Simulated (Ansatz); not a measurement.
Rocksalt MgSe (r2SCAN geometry), in Ansatz:

```
Mg Se
1.0
     0.00000    2.73627    2.73627
     2.73627    0.00000    2.73627
     2.73627    2.73627    0.00000
Mg Se
1 1
Cartesian
  0.0000 0.0000 0.0000
  2.7363 2.7363 2.7363
```

G0W0@PBE with 224 empty bands, a screening cutoff of 180 eV and a 6×6×6 mesh (PAW, contour deformation) gives 3.029 eV over the mesh points, from a PBE gap of 1.802 eV; it sums over 237 bands with 229 plane waves in the screening and a wave cutoff of 420 eV. No extrapolation in bands, cutoff or mesh was made for G0W0. The values are computed, spin-unpolarised, and not measurements.

Question: Estimate the gap with frequency model Godby-Needs pole.

Answer: 2.988 eV (-0.041 eV), from a Kohn-Sham gap of 1.802 eV.

Question: Estimate the gap with starting point HSE06.

Answer: 3.429 eV (+0.400 eV), from a Kohn-Sham gap of 2.656 eV.

The runs are scalar-relativistic, without spin-orbit coupling.
